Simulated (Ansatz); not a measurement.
Crystal: BAs.

```
As B
1.0
     0.00000    2.38850    2.38850
     2.38850    0.00000    2.38850
     2.38850    2.38850    0.00000
As B
1 1
Direct
  0.75000 0.75000 0.75000
  0.00000 0.00000 0.00000
```

Base run:

* Program: Ansatz 0.2.0
* Functional: PBE0
* Potentials or basis: all-electron PAW datasets made for the crystal
* Cutoff: 380 eV
* Density cutoff: 1520 eV
* k mesh: 6 × 6 × 6
* Occupations: fermi-dirac, width 0.05 eV
* Spin: no spin polarisation

Its results: band gap on the k mesh 2.61 eV, indirect (least direct gap 4.80 eV).

After a change of settings the same cell gave: band gap on the k mesh 2.51 eV, indirect (least direct gap 4.78 eV). Which change was it?
A. functional from PBE0 to PBE; cutoff from 380 eV to 260 eV; density cutoff from 1520 eV to 1300 eV; k mesh from 6 × 6 × 6 to 8 × 8 × 8
B. functional from PBE0 to PBE; cutoff from 380 eV to 260 eV; density cutoff from 1520 eV to 1300 eV
C. functional from PBE0 to HSE06
D. k mesh from 6 × 6 × 6 to 8 × 8 × 8

D.

Not every run made on this cell is shown here.
